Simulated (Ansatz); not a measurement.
Runs of Ansatz 0.2.0 on ZrN. It takes space group Fm-3m (No. 225, cubic). Conventional cell: a = 4.600 Å, b = 4.600 Å, c = 4.600 Å, α = 90.00°, β = 90.00°, γ = 90.00°. Around Zr (site symmetry m-3m) lie 6 N at 2.30 Å. N (site symmetry m-3m) is surrounded by 6 Zr at 2.30 Å. 

```csv
screening (1/Å),gap on the mesh (eV),pressure (GPa)
0.15,none,(a)
0.1,none,(b)
0.3,none,-6.1
0.6,none,-4.6
0.2,none,-6.6
0.4,none,-5.6
```

Alike in all rows: task single point; level HSE06 form with a typed share of exact exchange; potentials or basis Ansatz PAW; no spin polarisation; cell as given; k mesh 5 × 5 × 5; cutoff (eV) 420; smearing fermi-dirac 0.05 eV; the mesh is coarse, so values aren't converged.

**Question.** Fill in the values left out.

**Answer.** (a) -6.7; (b) -6.9.

Caveats: all runs use coarse meshes; the PAW data sets come from PBE, with cores solved anew for the run's functional, which leaves a small shift of forces and pressure; the thresholds are loose for stress.

A k mesh can miss the band edges, and the runs leave out spin-orbit coupling on Zr.

A gap of «none» marks a metal or a gap under the smearing width.
